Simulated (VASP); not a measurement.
# Settings for Hg: self-consistent run

Hg, P2_1/m (no. 11), 2 atoms in the cell. LDA; PAW potentials Hg (LDA set). VASP 6.6.1. The cell is changed on purpose: last atom moved by 0.05 Å along z, cell strained by +1.5% along z.

Wanted: energy within 2 meV/atom; forces within 0.01 eV/Å.

What the run is for: forces; Accuracy asked: standard.

POSCAR:
```
Hg
1.0
    3.4133030269      0.0000000000      0.0000000000
    0.0000000000      5.4991271400      0.0000000000
   -1.6998547957      0.0000000000      3.0694875463
Hg
2
Direct
    0.3484403100      0.7500000000      0.1957718400
    0.6597936200      0.2500000000      0.8207618600
```

The series start from Plane-wave cutoff (eV): 310; Smearing width (eV): 0.1; k-point mesh: 12 × 7 × 12; Precision mode (PREC): Accurate; Electronic threshold (eV): 1e-6; Bands in all (NBANDS): 22; Electronic algorithm: ALGO=Normal; Density mixing: defaults; Support grid and gradient cutoff: ADDGRID=False GGA_COMPAT=False. Each series keeps the choices made before it, and each single choice may use up half of a tolerance.

## Plane-wave cutoff (eV)

| Plane-wave cutoff (eV) | Energy less reference (meV/atom) | Forces, largest deviation (eV/Å) | SCF iterations | Time (s) |
|---|---|---|---|---|
| 190 | 128.3 | 0.009 | 10 | 6.8 |
| 240 | -1.1 | 0.001 | 11 | 9.8 |
| 270 | -2.5 | 0.000 | 11 | 12 |
| 310 | -0.4 | 0.000 | 11 | 13 |
| 350 | 1.3 | 0.000 | 11 | 13 |
| 410 | -0.2 | 0.000 | 11 | 14 |
| 490 | -0.1 | 0.000 | 11 | 27 |
| 610 (reference) | 0.0 | 0.000 | 11 | 31 |

Chosen: 410, the loosest value from which every tighter one stays within half of the tolerance.

## Smearing width (eV)

| Smearing width (eV) | Energy less reference (meV/atom) | Forces, largest deviation (eV/Å) | SCF iterations | Time (s) |
|---|---|---|---|---|
| 0.4 | 0.0 | 0.002 | 11 | 14 |
| 0.3 | -0.1 | 0.002 | 11 | 14 |
| 0.2 | -0.1 | 0.001 | 11 | 14 |
| 0.15 | 0.0 | 0.000 | 11 | 15 |
| 0.1 | 0.0 | 0.000 | 11 | 14 |
| 0.05 (reference) | 0.0 | 0.000 | 11 | 16 |

Chosen: 0.4.

## k-point mesh

| k-point mesh | Energy less reference (meV/atom) | Forces, largest deviation (eV/Å) | SCF iterations | Time (s) |
|---|---|---|---|---|
| 4 × 2 × 4 | 54.4 | 0.090 | 11 | 1.9 |
| 5 × 3 × 5 | 14.0 | 0.009 | 11 | 2.7 |
| 7 × 4 × 6 | 4.9 | 0.011 | 11 | 4.7 |
| 8 × 5 × 8 | 2.7 | 0.001 | 11 | 6.2 |
| 10 × 6 × 10 | 1.3 | 0.004 | 11 | 12 |
| 12 × 7 × 12 | 0.1 | 0.000 | 11 | 14 |
| 15 × 8 × 14 | 0.2 | 0.001 | 11 | 26 |
| 17 × 10 × 17 (reference) | 0.0 | 0.000 | 11 | 43 |

Chosen: 12 × 7 × 12.

## Precision mode (PREC)

| Precision mode (PREC) | Energy less reference (meV/atom) | Forces, largest deviation (eV/Å) | SCF iterations | Time (s) |
|---|---|---|---|---|
| Low | -0.6 | 0.008 | 11 | 12 |
| SingleN | -0.6 | 0.008 | 11 | 12 |
| Normal | 0.0 | 0.000 | 11 | 12 |
| Accurate (reference) | 0.0 | 0.000 | 11 | 14 |

Chosen: Normal.

## Electronic threshold (eV)

| Electronic threshold (eV) | Energy less reference (meV/atom) | Forces, largest deviation (eV/Å) | SCF iterations | Time (s) |
|---|---|---|---|---|
| 0.001 | 0.0 | 0.000 | 8 | 12 |
| 0.0001 | 0.0 | 0.000 | 9 | 14 |
| 1e-5 | 0.0 | 0.000 | 9 | 14 |
| 1e-6 | 0.0 | 0.000 | 11 | 12 |
| 1e-7 | 0.0 | 0.000 | 11 | 17 |
| 1e-8 (reference) | 0.0 | 0.000 | 11 | 17 |

Chosen: 0.001.

## Bands in all (NBANDS)

| Bands in all (NBANDS) | Energy less reference (meV/atom) | Forces, largest deviation (eV/Å) | SCF iterations | Time (s) |
|---|---|---|---|---|
| 13 | 0.0 | 0.000 | 8 | 9.4 |
| 14 | 0.0 | 0.000 | 8 | 10 |
| 16 | 0.0 | 0.000 | 8 | 9.7 |
| 18 | 0.0 | 0.000 | 8 | 11 |
| 22 | 0.0 | 0.000 | 8 | 12 |
| 32 (reference) | 0.0 | 0.000 | 8 | 18 |

Chosen: 13.

## Electronic algorithm

| Electronic algorithm | Energy less reference (meV/atom) | Forces, largest deviation (eV/Å) | SCF iterations | Time (s) |
|---|---|---|---|---|
| ALGO=Normal | 0.0 | 0.000 | 8 | 9.4 |
| ALGO=Fast | 0.0 | 0.000 | 8 | 7.7 |
| ALGO=VeryFast | 2.1 | 0.003 | 15 | 11 |
| ALGO=All ISEARCH=1 | 0.0 | 0.000 | 9 | 9.6 |
| ALGO=All ISEARCH=0 | 0.0 | 0.000 | 9 | 11 |
| ALGO=Damped TIME=0.4 | 0.9 | 0.003 | 16 | 13 |
| ALGO=Damped TIME=0.1 | 1.4 | 0.006 | 25 | 19 |

Chosen: ALGO=Normal; no other choice that stays within half of the tolerance saves 30 % of the time.

## Density mixing

| Density mixing | Energy less reference (meV/atom) | Forces, largest deviation (eV/Å) | SCF iterations | Time (s) |
|---|---|---|---|---|
| defaults | 0.0 | 0.000 | 8 | 9.4 |
| AMIX=0.6 | 0.0 | 0.000 | 8 | 8.5 |
| BMIX=0.5 | 0.0 | 0.000 | 8 | 8.4 |
| AMIX=0.8 | 0.0 | 0.000 | 8 | 7.7 |
| BMIX=2.0 | 0.0 | 0.000 | 8 | 8.8 |
| AMIN=0.01 | 0.0 | 0.000 | 8 | 7.8 |
| BMIX=0.0001 | 0.0 | 0.000 | 8 | 7.5 |

Chosen: defaults.

## Support grid and gradient cutoff

| Support grid and gradient cutoff | Energy less reference (meV/atom) | Forces, largest deviation (eV/Å) | SCF iterations | Time (s) |
|---|---|---|---|---|
| ADDGRID=False GGA_COMPAT=False | 0.0 | 0.000 | 8 | 9.4 |
| ADDGRID=True GGA_COMPAT=False | 0.0 | 0.000 | 8 | 9.1 |
| ADDGRID=False GGA_COMPAT=True | 0.0 | 0.000 | 8 | 9.0 |

Chosen: ADDGRID=False GGA_COMPAT=False.

## All choices together

| Input | Energy less reference (meV/atom) | Forces, largest deviation (eV/Å) | Time (s) |
|---|---|---|---|
| the program's defaults (naive) | 17.3 | 0.002 | 0.9 |
| chosen settings | -0.1 | 0.003 | 9.4 |
| reference settings throughout | 0.0 | 0.000 | 200 |

The tolerance is met.

Values of the reference run: Forces: -7.1e-5, 0, 0.003927, 7.1e-5, 0, -0.003927 eV/Å.

## The input

INCAR:
```
GGA = CA
ISMEAR = 1
SIGMA = 0.4
LWAVE = F
LCHARG = F
ISIF = 2
PREC = Normal
LASPH = T
LREAL = F
ALGO = Normal
EDIFF = 0.001
NELM = 120
GGA_COMPAT = F
ENCUT = 410
KPAR = 4
NBANDS = 13
ADDGRID = F
```

KPOINTS:
```
Automatic mesh
0
Gamma
  12 7 12
  0 0 0
```

Commands:
```
cat potpaw_LDA.64/Hg/POTCAR > POTCAR
mpirun -np 4 vasp_std > vasp.out
```

The chosen input took VASP 6.6.1 9.4 s on 4 cores (Intel Xeon 6975P-C (Granite Rapids)), a shared host.

## An input that fails: k-point groups that do not divide the ranks

VASP's message: M_divide: can not subdivide            4 nodes by           3.

Changes against the starting input:
```
- NELM = 120
- KPAR = 4
+ NELM = 87
+ KPAR = 3
```
